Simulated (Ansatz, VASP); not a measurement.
## La: VASP beside Ansatz

Contents of POSCAR:

```
La
1.0
    0.0000000000      2.6279741700      2.6279741700
    2.6279741700      0.0000000000      2.6279741700
    2.6279741700      2.6279741700      0.0000000000
La
1
Direct
    0.0000000000      0.0000000000      0.0000000000
```

The input INCAR.step1:

```
  ALGO = Normal
  EDIFF = 1E-4
  ENCUT = 520
  GGA = PE
  ISMEAR = -1
  LASPH = T
  LCHARG = F
  LREAL = F
  LWAVE = T
  NBANDS = 12
  NELM = 60
  PREC = Accurate
  SIGMA = 0.1
```

Contents of INCAR.step2:

```
  ALGO = Normal
  EDIFF = 1E-7
  ENCUT = 520
  ISIF = 2
  ISMEAR = -1
  ISTART = 1
  LASPH = T
  LCHARG = F
  LMIXTAU = T
  LREAL = F
  LWAVE = F
  METAGGA = R2SCAN
  NBANDS = 12
  NELM = 60
  PREC = Accurate
  SIGMA = 0.1
```

The input KPOINTS:

```
k-points
0
Gamma
  11 11 11
```

Input for Ansatz:

```yaml
crystal:
  lattice:
    - [0.0, 2.62797417, 2.62797417]
    - [2.62797417, 0.0, 2.62797417]
    - [2.62797417, 2.62797417, 0.0]
  atoms:
    - { symbol: La, position: [0.0, 0.0, 0.0] }
  symmetry: { tolerance: 0.0003 }
kpoints:
  mp_grid: { grid: [11, 11, 11], shift: [0, 0, 0] }
  band_path:
    path:
      - [0.0, 0.0, 0.0]
      - [0.5, 0.0, 0.5]
      - [0.625, 0.25, 0.625]
      - [0.375, 0.375, 0.75]
      - [0.0, 0.0, 0.0]
      - [0.5, 0.5, 0.5]
      - [0.5, 0.25, 0.75]
      - [0.5, 0.0, 0.5]
    npoints: 8
magnetization:
  spin_polarized: false
scf:
  occupations: { method: fermi_dirac }
  lower_state_search: "off"
  max_iter: 200
hamiltonian:
  pseudopotentials: { kind: paw }
  xc: r2scan
basis:
  ecutwfc: 500
  fft_grid_basis: typed
output:
  forces: true
  stress: true
  eigenvalues: true
  bader: true
  populations: true
  elf: true
  write_potential: true
  volumetric_format: npy
  dos:
    e_range: [-12, 8]
    de: 0.05
    projected: { site_lists: { La: [La] } }
checkpoint:
  read: saved_state
```

This isn't the form of La at room conditions, which is double hcp.

Alike in both runs: task single point; functional r2SCAN; k mesh 11 × 11 × 11; no spin polarisation.

```csv
,VASP,Ansatz
version,VASP 6.6.1,Ansatz 0.2.0
potentials or method,"VASP PAW PBE potentials, release 64 (La)",PAW plane waves
plane-wave cutoff (eV),520,500
occupations,"fermi-dirac, width 0.1 eV",fermi-dirac
valence electrons in the cell,11,11
```

VASP gave:

* pressure (GPa): 0.6

Q: Which values does Ansatz return?

A: Pressure (GPa): 0.5.

Caveats: the PAW data sets were made with another functional, which shifts forces and pressure a little (VASP). The runs have no spin-orbit coupling, so splittings on La are missing.
